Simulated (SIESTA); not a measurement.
SiC (Moissanite 3C) under changes of volume

One of the cells (10.553 Å³/atom); the others are scaled copies at fixed shape and fractional positions:

```
Si C
1.0
     0.00000    2.19343    2.19343
     2.19343    0.00000    2.19343
     2.19343    2.19343    0.00000
Si C
1 1
Direct
  0.00000 0.00000 0.00000
  0.75000 0.75000 0.75000
```

| Property | Result |
| --- | --- |
| Program | SIESTA 5.4.2 |
| Functional | PBEsol |
| Potentials or basis | PseudoDojo 0.4 standard (PBEsol files) |
| Basis | DZP (energy shift 0.003 Ry) |
| Grid cutoff | 500 Ry |
| Energy shift | 0.003 Ry |
| k mesh | 10 × 10 × 10 |
| Occupations | fermi-dirac, width 0.05 eV |
| Spin | no spin polarisation |

```tsv
volume (Å³/atom)	energy over the lowest point (meV/atom)	pressure (GPa)	gap on the mesh (eV)
9.725	?	?	?
9.932	20.94	13.1	1.19
10.139	7.58	7.7	1.21
10.553	0.00	-1.5	1.24
10.760	4.62	-5.5	1.26
10.967	14.14	-9.1	1.27
```

Task: What does the run at 9.725 Å³/atom give?

Result: Energy over the lowest point 41.60 meV/atom; pressure 19.0 GPa; gap on the mesh 1.17 eV.

Worked out: A Birch-Murnaghan fit of order 3 (a polynomial in V^(-2/3)) to the other rows has its minimum at 10.48 Å³/atom with B0 = V·E''(V) = 220 GPa and B' = 4.0. It gives 41.58 meV/atom at 9.725 Å³/atom, against the run's 41.60, and -dE/dV = 19.0 GPa, against 19.0. A straight line through the other rows of the gap, of slope 0.815 eV per unit of ln V, extrapolates to 1.17 eV, against the run's 1.17.

Energies are extrapolated to zero smearing.

Caveats: the basis of atomic orbitals isn't converged, which shifts pressures, moduli and gaps.

A mesh can miss the band edges.
